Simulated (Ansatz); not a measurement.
A plane-wave DFT run in Ansatz 0.2.0 (scalar-relativistic PAW potentials unless the input names others): input and command.

```yaml
crystal:
  lattice:
    - [6.698680762, 0.0004552466, -0.102783133]
    - [-3.3489461258, 5.8014553351, 0.1027831331]
    - [-1.7226734438, 0.9945859765, 3.1089496221]
  atoms:
    - { symbol: Pb, position: [0.0, 0.5, 0.0] }
    - { symbol: Pb, position: [0.5, 0.5, 0.0] }
    - { symbol: Pb, position: [0.0, 0.0, 0.0] }
    - { symbol: Pb, position: [0.5, 0.0, 0.0] }
kpoints:
  mp_grid: { grid: [6, 6, 11], shift: [0.5, 0.5, 0.5] }
hamiltonian:
  xc: pbesol
scf:
  occupations: { method: gaussian, width: 0.1 }
output:
  forces: true
  eigenvalues: true
  stress: true
accuracy: high
```

```bash
ansatz run input.yaml --threads 8 --pin off --max-ram 20480MiB --backend cpu --events-out ev --progress --plain --runs-dir out
```

Abridged log:
```
Basis set: ecut = 420 eV, 2321 PW (Γ), exchange–correlation on 108×108×60 points (8 copies of the dense FFT grid, shifted against one another)
Bands: 34, of which v1, the nominal top of the filled ones, is band 28 counted from 1 (27 counted from 0)
Symmetry: 16 space group operations
k-points: 117 of 396
SCF iter   1: F=—  HF=-47019.621848 eV  |F-HF|=—  |Δ(HF+E_count)|=         —  Δρ=2.22e-3  dr2=4.06e-3  ethr=1.77e-3  ⟨swp⟩=8.5  Hψ=20140  notcnv=0
SCF iter   2: F=—  HF=-47019.621330 eV  |F-HF|=—  |Δ(HF+E_count)|=   5.18e-4  Δρ=1.16e-3  dr2=1.18e-3  ethr=7.26e-6  ⟨swp⟩=2.3  Hψ=7759  notcnv=0
SCF iter   3: F=—  HF=-47019.620915 eV  |F-HF|=—  |Δ(HF+E_count)|=   4.15e-4  Δρ=1.18e-4  dr2=1.69e-5  ethr=2.11e-6  ⟨swp⟩=2.0  Hψ=6643  notcnv=0
SCF iter   4: F=—  HF=-47019.620908 eV  |F-HF|=—  |Δ(HF+E_count)|=   6.74e-6  Δρ=3.74e-5  dr2=2.29e-6  ethr=3.02e-8  ⟨swp⟩=2.0  Hψ=4790  notcnv=0
SCF iter   5: F=-47019.620907 eV  HF=-47019.620907 eV  |F-HF|=1.97e-8  |Δ(HF+E_count)|=   4.33e-7  Δρ=7.79e-6  dr2=6.70e-8  ethr=4.10e-9  ⟨swp⟩=2.1  Hψ=7045  notcnv=0
SCF iter   6: F=-47019.620907 eV  HF=-47019.620907 eV  |F-HF|=6.40e-10  |Δ(HF+E_count)|=   6.74e-9  Δρ=1.73e-6  dr2=2.96e-9  ethr=1.20e-10  ⟨swp⟩=6.2  Hψ=16330  notcnv=0
SCF iter   7: F=—  HF=-47019.620907 eV  |F-HF|=—  |Δ(HF+E_count)|=  1.89e-10  Δρ=6.49e-7  dr2=5.17e-10  ethr=5.28e-12  ⟨swp⟩=2.0  Hψ=6710  notcnv=0
SCF iter   8: F=-47019.620907 eV  HF=-47019.620907 eV  |F-HF|=7.28e-12  |Δ(HF+E_count)|=  1.16e-10  Δρ=8.10e-8  dr2=1.16e-11  ethr=1.00e-12  ⟨swp⟩=3.7  Hψ=15260  notcnv=0
SCF 1 converged in 8 iterations: F = -47019.620907 eV  dr2 = 1.16e-11
SCF converged after 8 iterations
Free energy (F): -47019.620907 eV
Harris-Foulkes:  -47019.620907 eV  (|F-HF|=7.28e-12)
Internal energy: -47019.608810 eV  (E = F + TS)
E sigma→0 (E₀):  -47019.614858 eV
Entropy (-TS):   -0.012098 eV (-3.024 meV/atom)
Fermi energy:    11.066135 eV
--- Forces (eV/Å), atoms counted from 1 ---
  atom   1  Pb     0.00000000     0.00000000     0.00000000
  atom   2  Pb     0.00000000     0.00000000     0.00000000
  atom   3  Pb     0.00000000     0.00000000     0.00000000
  atom   4  Pb     0.00000000     0.00000000     0.00000000
--- Stress (GPa, compression-positive) ---
        2.966351      -0.250654       0.079825
       -0.250654       2.676921      -0.046087
        0.079825      -0.046087      -2.664160
  P = ⅓ Tr σ = 0.9930 GPa (9.930 kbar)
```

Apart from outputs, empty bands and the relaxation, which only the reference makes, the input differs from a reference run on usual settings in hamiltonian.xc: "pbe" → "pbesol"; kpoints.mp_grid.shift: not typed → [0.5, 0.5, 0.5]; accuracy: not typed → "high"; basis.ecutwfc: 420 → not typed. The reference, at the same geometry, ended its own course with pressure 3.97 GPa, largest force 0.000 eV/Å, no gap on the mesh. This run converged in 8 SCF iterations with a total energy on another zero, pressure 0.99 GPa, largest force 0.000 eV/Å, no gap on the mesh.

The run took 4.7 s on 8 threads of Intel(R) Xeon(R) Platinum 8175M CPU @ 2.50GHz (Skylake/Cascade Lake), on a shared host, peak memory 0.83 GiB.